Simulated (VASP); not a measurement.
A run of VASP 6.6.1:

Contents of INCAR:

```
SYSTEM = InH3
PREC = Accurate
ENCUT = 600
EDIFF = 1E-6
ISMEAR = 0
SIGMA = 0.05
LREAL = .FALSE.
LASPH = .TRUE.
NELM = 80
ALGO = Normal
ISIF = 3
LWAVE = .FALSE.
LCHARG = .FALSE.
GGA = RP
IBRION = 2
NSW = 60
EDIFFG = -0.005
```

KPOINTS

```
regular mesh
0
G
  9 9 5
  0 0 0
```

File POSCAR:

```
InH3
1.0
    2.9799736100      0.0000000000      0.0000000000
    0.0000000000      2.9799736100      0.0000000000
    0.0000000000      0.0000000000      5.6516626700
In H
1 3
Direct
    0.0000000000      0.0000000000      0.0000000000
    0.5000000000      0.0000000000      0.5000000000
    0.0000000000      0.5000000000      0.5000000000
    0.5000000000      0.5000000000      0.5000000000
```

Potentials or basis: VASP PAW PBE potentials, release 64 (In_d, H).

The run is started by

```bash
$ cat potpaw_PBE.64/In_d/POTCAR potpaw_PBE.64/H/POTCAR > POTCAR
$ mpirun -np 1 vasp_std > vasp.out
```

Hardware: 1 thread of Intel(R) Xeon(R) Platinum 8559C (Emerald Rapids), on a shared host.

How long does it take, and how much memory?

It took 87 s on 1 thread of Intel(R) Xeon(R) Platinum 8559C (Emerald Rapids) (shared host), peak memory 0.19 GiB. Counts: scf iterations 92, k points 45, ion steps 11.
